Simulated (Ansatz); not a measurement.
**Si2Mo under changes of volume**

One of the cells (13.416 Å³/atom); the others are scaled copies at fixed shape and fractional positions:

```
CELL_PARAMETERS angstrom
-1.60000 1.60000 3.93050
1.60000 -1.60000 3.93050
1.60000 1.60000 -3.93050
ATOMIC_POSITIONS crystal
Mo 0.00000 0.00000 0.00000
Si 0.66700 0.66700 0.00000
Si 0.33300 0.33300 0.00000
```

```yaml
Program: Ansatz 0.2.0
Functional: PBEsol
Potentials_or_basis: all-electron LAPW, scalar-relativistic
Cutoff: 223 eV (chosen from the basis error)
Basis_error_allowed: 0.001 eV/atom
k_mesh: 12 × 12 × 12
Occupations: fermi-dirac, width 0.05 eV
Spin: no spin polarisation
```

```csv
volume (Å³/atom),energy over the lowest point (meV/atom),pressure (GPa),largest force (eV/Å)
12.611,?,?,?
12.879,7.00,6.7,0.263
13.148,0.00,1.8,0.295
13.416,0.88,-2.7,0.326
13.684,8.81,-6.7,0.355
13.953,23.08,-10.3,0.382
14.221,43.01,-13.4,0.407
```

What does the run at 12.611 Å³/atom give?

Energy over the lowest point 22.77 meV/atom; pressure 12.2 GPa; largest force 0.228 eV/Å.

Worked out: A Birch-Murnaghan fit of order 3 (a polynomial in V^(-2/3)) to the other rows has its minimum at 13.25 Å³/atom with B0 = V·E''(V) = 222 GPa and B' = 4.4 at fixed shape and positions, which overstates the stiffness. It gives 22.73 meV/atom at 12.611 Å³/atom, against the run's 22.77, and -dE/dV = 12.2 GPa, against 12.2.

Energies are extrapolated to zero smearing.

The runs don't all hold the same shells in valence.
